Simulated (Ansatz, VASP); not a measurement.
## LaO6: VASP beside Ansatz

```xyz
7
Lattice="4.6930 0.0000 0.0000 0.0000 4.6930 0.0000 0.0000 0.0000 4.6930" Properties=species:S:1:pos:R:3 pbc="T T T"
La    0.0000    0.0000    0.0000
O     4.0339    2.3465    2.3465
O     0.6591    2.3465    2.3465
O     2.3465    2.3465    4.0339
O     2.3465    2.3465    0.6591
O     2.3465    0.6591    2.3465
O     2.3465    4.0339    2.3465
```

Change from the starting cell: species swapped into the PrB6 type (Pm-3m, No. 221).

Alike in both runs: functional PBE; k mesh 8 × 8 × 8; occupations gaussian, width 0.1 eV; no spin polarisation.

Ansatz relaxed the structure, and its values are those at the end. VASP's run is a single point on that final structure, the one shown.

|  | VASP | Ansatz |
| --- | --- | --- |
| version | VASP 6.6.1 | Ansatz 0.2.0 |
| potentials or method | VASP PAW PBE potentials, release 64 (La, O) | scalar-relativistic, plane waves, PAW |
| plane-wave cutoff (eV) | 520 | 420 |
| valence electrons in the cell | 47 | 47 |

Ansatz gave:

| Property | Result |
| --- | --- |
| gap on the k mesh at the Fermi level (eV) | none |
| pressure (GPa) | 0.0 |
| rms of the force components (eV/Å) | 0.005 |

**Question.** Estimate VASP's values.

**Answer.** gap on the k mesh at the Fermi level (eV): none; pressure (GPa): 0.8; rms of the force components (eV/Å): 0.271.

A gap of «none» marks a metal or a gap that the smearing closes. One of these differences is far larger than is usual between the two programs; its cause wasn't traced. With one functional, cell and mesh, what is left measures potentials, basis and numerics.

Caveats: an odd number of electrons without spin polarisation forces a metal; a magnetic or distorted state may lie lower. The runs have no spin-orbit coupling, so splittings on La are missing.
